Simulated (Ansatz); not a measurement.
CdTe (rocksalt type), DFT, r2SCAN, PAW with Ansatz's default frozen-core files, scalar-relativistic (Ansatz 0.2.0), on 1 thread of Intel(R) Xeon(R) Platinum 8488C (Sapphire Rapids) (shared host).

Command: `ansatz run input.yaml --threads 1 --pin off --max-ram 2048MiB --backend cpu --events-out ev --progress --plain --runs-dir out`

```yaml
crystal:
  lattice:
    - [0.0, 2.4914748053, 2.4914748053]
    - [2.4914748053, 0.0, 2.4914748053]
    - [2.4914748053, 2.4914748053, 0.0]
  atoms:
    - { symbol: Cd, position: [0.0, 0.0, 0.0] }
    - { symbol: Te, position: [0.5, 0.5, 0.5] }
kpoints:
  mp_grid: { grid: [13, 13, 13] }
  band_path:
    path:
      - [0.0, 0.0, 0.0]
      - [0.5, 0.0, 0.5]
      - [0.625, 0.25, 0.625]
      - [0.375, 0.375, 0.75]
      - [0.0, 0.0, 0.0]
      - [0.5, 0.5, 0.5]
      - [0.5, 0.25, 0.75]
      - [0.5, 0.0, 0.5]
    npoints: 8
scf:
  occupations: { method: fermi_dirac, width: 0.05 }
hamiltonian:
  xc: r2scan
  pseudopotentials: { kind: paw }
output:
  forces: true
  stress: true
  eigenvalues: true
  populations: true
  dos: { projected: true, de: 0.2, e_range: [-14, 8] }
```

(1) How large is the problem that the program sets up?

(2) About how long does it take?

## Answers

(1) 84 irreducible k-points, 749 plane waves at Γ, 22 bands.

(2) 6.4 s of wall time for 7 SCF iterations. Times on shared machines scatter by tens of per cent.
